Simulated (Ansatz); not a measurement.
GeO₂:
```cif
data_Ge2O4
_chemical_formula_sum 'Ge2 O4'
_space_group_name_H-M_alt 'P42/mnm'
_space_group_IT_number 136
_space_group_name_Hall '-P 4n 2n'
_cell_length_a 4.42833
_cell_length_b 4.42833
_cell_length_c 2.88437
_cell_angle_alpha 90.000
_cell_angle_beta 90.000
_cell_angle_gamma 90.000
loop_
_atom_site_label
_atom_site_type_symbol
_atom_site_symmetry_multiplicity
_atom_site_Wyckoff_symbol
_atom_site_fract_x
_atom_site_fract_y
_atom_site_fract_z
_atom_site_occupancy
Ge1 Ge 2 a 0.00000 0.00000 0.00000 1
O1 O 4 f 0.30630 0.30630 0.00000 1
```

Relaxed with PBEsol. The program Ansatz at the PBEsol level (PAW) gives a gap of 1.56 eV.

**Question.** What gap does HSE06 give on the same cell (Ansatz, PAW)?

**Answer.** 3.54 eV, 1.98 eV more. The hybrid was solved on a coarser mesh and at special points; the gap given is the minimum over both.

```json
[
 {"k": "Γ", "v1 PBEsol": "0.00", "c1 PBEsol": "1.56", "v1 HSE06": "0.00", "c1 HSE06": "3.54"},
 {"k": "Z", "v1 PBEsol": "-1.90", "c1 PBEsol": "5.94", "v1 HSE06": "-2.00", "c1 HSE06": "8.28"},
 {"k": "M", "v1 PBEsol": "-1.49", "c1 PBEsol": "4.72", "v1 HSE06": "[?]", "c1 HSE06": "[?]"},
 {"k": "A", "v1 PBEsol": "-1.16", "c1 PBEsol": "4.44", "v1 HSE06": "[?]", "c1 HSE06": "[?]"},
 {"k": "R", "v1 PBEsol": "-1.38", "c1 PBEsol": "6.16", "v1 HSE06": "[?]", "c1 HSE06": "[?]"},
 {"k": "X", "v1 PBEsol": "-0.84", "c1 PBEsol": "4.66", "v1 HSE06": "[?]", "c1 HSE06": "[?]"}
]
```

**Question.** Top valence (v1) and lowest conduction level (c1) in eV from each method's valence maximum (which need not be a listed point): supply the withheld HSE06 values.

**Answer.** 
- M, v1 HSE06: -1.59
- M, c1 HSE06: 6.91
- R, v1 HSE06: -1.20
- R, c1 HSE06: 8.49
- X, v1 HSE06: -0.79
- X, c1 HSE06: 6.80
- A, v1 HSE06: -1.24
- A, c1 HSE06: 6.60

Cost on shared cores: the PBEsol run (SCF on a 6×6×10 mesh, then bands and DOS) roughly 20 core-seconds, the HSE06 run (SCF on 4×4×6, then a few points) about 80 core-seconds (a rough figure); the tasks are unlike.

Space group P4_2/mnm (rutile). The cell was relaxed with PBEsol under the symmetry of its start. Scalar-relativistic: spin–orbit coupling is off unless named, which matters more the heavier the elements.

Potentials: the earlier of the program's two PAW sets. The files were generated under PBE; for other functionals the program regenerates the frozen cores, and for LDA and PBEsol the local potential too.
